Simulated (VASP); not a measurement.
A run of VASP 6.6.1 is set up as follows.

Contents of INCAR:

```
SYSTEM = MoSe2
ALGO = Normal
EDIFF = 1E-6
ENCUT = 600
GGA = PE
ISIF = 2
ISMEAR = -1
LASPH = .TRUE.
LCHARG = .FALSE.
LMAXMIX = 4
LREAL = .FALSE.
LWAVE = .FALSE.
NELM = 80
PREC = Accurate
SIGMA = 0.05
```

KPOINTS

```
k-points
0
G
  9 9 2
  0 0 0
```

POSCAR

```
MoSe2
1.0
    3.2880000000      0.0000000000      0.0000000000
   -1.6440000000      2.8474915276      0.0000000000
    0.0000000000      0.0000000000     12.9000000000
Mo Se
2 4
Direct
    0.6666666667      0.3333333333      0.7500000000
    0.3333333333      0.6666666667      0.2500000000
    0.6666666667      0.3333333333      0.3750000000
    0.3333333333      0.6666666667      0.8750000000
    0.6666666667      0.3333333333      0.1250000000
    0.3333333333      0.6666666667      0.6250000000
```

File KPOINTS_OPT:

```
path GMKGALHA,LM,KH
10
line-mode
reciprocal
 0.0000000000  0.0000000000  0.0000000000  G
 0.5000000000  0.0000000000  0.0000000000  M

 0.5000000000  0.0000000000  0.0000000000  M
 0.3333333333  0.3333333333  0.0000000000  K

 0.3333333333  0.3333333333  0.0000000000  K
 0.0000000000  0.0000000000  0.0000000000  G

 0.0000000000  0.0000000000  0.0000000000  G
 0.0000000000  0.0000000000  0.5000000000  A

 0.0000000000  0.0000000000  0.5000000000  A
 0.5000000000  0.0000000000  0.5000000000  L

 0.5000000000  0.0000000000  0.5000000000  L
 0.3333333333  0.3333333333  0.5000000000  H

 0.3333333333  0.3333333333  0.5000000000  H
 0.0000000000  0.0000000000  0.5000000000  A

 0.5000000000  0.0000000000  0.5000000000  L
 0.5000000000  0.0000000000  0.0000000000  M

 0.3333333333  0.3333333333  0.0000000000  K
 0.3333333333  0.3333333333  0.5000000000  H
```

Potentials or basis: VASP PAW PBE potentials, release 64 (Mo_sv_GW, Se_GW).

Command:

```bash
$ cat potpaw_PBE.64/Mo_sv_GW/POTCAR potpaw_PBE.64/Se_GW/POTCAR > POTCAR
$ mpirun -np 1 vasp_std > vasp.out
```

**Question.** Estimate the largest force.

**Answer.** 1.130 eV/Å.

**Question.** What does it give for the band gap along the path?

**Answer.** 0.85 eV, indirect (least direct gap 1.38 eV).

**Question.** Estimate the band gap on the k mesh.

**Answer.** 0.88 eV, indirect (least direct gap 1.38 eV).

Stress tensor (GPa, compression positive):
```
 6.22  0.00  0.00
 0.00  6.22  0.00
 0.00  0.00 11.75
```

Caveat: the cell's inner coordinates are idealised or old, which leaves forces on the atoms; this functional lacks dispersion, which binds the layers, so the pressure and a relaxed spacing across them are unreliable.
